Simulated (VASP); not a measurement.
Wanted: the native input for a VASP 6.6.1 run.

| Property | Result |
| --- | --- |
| Task | band structure |
| Functional | PBE |
| Potentials or basis | VASP PAW PBE potentials, release 54 (Mg) |
| Cutoff | 500 eV |
| k mesh | 10 × 10 × 5 |
| Occupations | fermi-dirac, width 0.05 eV |
| Spin | no spin polarisation |
| Further INCAR settings | ALGO = Normal; EDIFF = 1e-06; NBANDS = 9 |

Mg:

```
Mg
1.0
     3.20930    0.00000    0.00000
    -1.60465    2.77934    0.00000
     0.00000    0.00000    5.21030
Mg
2
Direct
  0.66667 0.33333 0.75000
  0.33333 0.66667 0.25000
```

These files were run (other wordings do the same):

POSCAR

```
Mg
1.0
    3.2093000000      0.0000000000      0.0000000000
   -1.6046500000      2.7793353284      0.0000000000
    0.0000000000      0.0000000000      5.2103000000
Mg
2
Direct
    0.6666666667      0.3333333333      0.7500000000
    0.3333333333      0.6666666667      0.2500000000
```

INCAR.step1

```
SYSTEM = Mg
PREC = Accurate ; ENCUT = 500
EDIFF = 1E-6 ; ISMEAR = -1
SIGMA = 0.05 ; LREAL = .FALSE.
LASPH = .TRUE. ; NELM = 100
ALGO = Normal ; ISIF = 2
LWAVE = .FALSE. ; LCHARG = .TRUE.
GGA = PE ; NBANDS = 9
```

KPOINTS.step1

```
regular mesh
0
G
  10 10 5
  0 0 0
```

INCAR.step2

```
SYSTEM = Mg
PREC = Accurate ; ENCUT = 500
EDIFF = 1E-6 ; ISMEAR = 0
SIGMA = 0.05 ; LREAL = .FALSE.
LASPH = .TRUE. ; NELM = 100
ALGO = Normal ; ISIF = 2
LWAVE = .FALSE. ; LCHARG = .FALSE.
GGA = PE ; NBANDS = 9
ICHARG = 11
```

KPOINTS.step2

```
path GMKGALHA,LM,KH
10
line-mode
reciprocal
 0.0000000000  0.0000000000  0.0000000000  G
 0.5000000000  0.0000000000  0.0000000000  M

 0.5000000000  0.0000000000  0.0000000000  M
 0.3333333333  0.3333333333  0.0000000000  K

 0.3333333333  0.3333333333  0.0000000000  K
 0.0000000000  0.0000000000  0.0000000000  G

 0.0000000000  0.0000000000  0.0000000000  G
 0.0000000000  0.0000000000  0.5000000000  A

 0.0000000000  0.0000000000  0.5000000000  A
 0.5000000000  0.0000000000  0.5000000000  L

 0.5000000000  0.0000000000  0.5000000000  L
 0.3333333333  0.3333333333  0.5000000000  H

 0.3333333333  0.3333333333  0.5000000000  H
 0.0000000000  0.0000000000  0.5000000000  A

 0.5000000000  0.0000000000  0.5000000000  L
 0.5000000000  0.0000000000  0.0000000000  M

 0.3333333333  0.3333333333  0.0000000000  K
 0.3333333333  0.3333333333  0.5000000000  H
```

Potentials or basis: VASP PAW PBE potentials, release 54 (Mg).

Run with:

```console
$ cat potpaw_PBE.54/Mg/POTCAR > POTCAR
$ cp INCAR.step1 INCAR
$ cp KPOINTS.step1 KPOINTS
$ mpirun -np 1 vasp_std > vasp.out
$ cp INCAR.step2 INCAR
$ cp KPOINTS.step2 KPOINTS
$ mpirun -np 1 vasp_std > vasp.out
```

It gave:

```json
{
 "Band gap along the path": "none (metal or under the smearing width)"
}
```

Caveat: the log is that of the step along the path at fixed density, whose energy, stress, charges and moments have no meaning.

Run time: 38 s on 1 thread of AMD EPYC 7R43 64-Core Processor (Zen 3), on a shared host, peak memory 0.13 GiB.
